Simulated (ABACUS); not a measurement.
Si2Ni:

```
Ni Si
1.0
     0.00000    2.70300    2.70300
     2.70300    0.00000    2.70300
     2.70300    2.70300    0.00000
Ni Si
1 2
Cartesian
  0.0000 0.0000 0.0000
  4.0545 4.0545 4.0545
  1.3515 1.3515 1.3515
```

| Property | Result |
| --- | --- |
| Program | ABACUS 3.10.1 |
| Task | single point |
| Functional | PBE |
| Potentials or basis | PseudoDojo NC SR 0.4.1 PBE standard |
| Cutoff | 1333 eV |
| Density cutoff | 5333 eV |
| Basis | plane waves |
| k mesh | 9 × 9 × 9 |
| Occupations | fermi-dirac, width 0.05 eV |
| Spin | collinear spin, ferromagnetic start |
| Starting moments | [1.0, 0.0, 0.0] μB |

On this cell: pressure 3.9 GPa; largest force zero by symmetry; net moment 0.00 μB per cell; band gap on the k mesh none (metal or under the smearing width).

The same run follows on a disturbed copy (atoms moved at random, drawn with an rms of 0.05 Å):

```
CELL_PARAMETERS angstrom
0.00000 2.70300 2.70300
2.70300 0.00000 2.70300
2.70300 2.70300 0.00000
ATOMIC_POSITIONS crystal
Ni 0.00493 0.00989 0.99540
Si 0.75332 0.75088 0.76642
Si 0.24470 0.25296 0.25518
```

Question: What changes?

Answer: The energy (extrapolated to zero smearing) moves by +7.4 meV/atom; pressure 4.1 GPa; largest force 0.465 eV/Å; net moment 0.00 μB per cell; band gap on the k mesh none (metal or under the smearing width).

Forces in eV/Å, atoms in the order of the input:
```
Ni   0.175  0.247 -0.347
Si  -0.211 -0.410  0.062
Si   0.036  0.163  0.285
```

Stress tensor (GPa, compression positive):
```
4.10 0.70 1.55
0.70 4.18 0.65
1.55 0.65 4.03
```
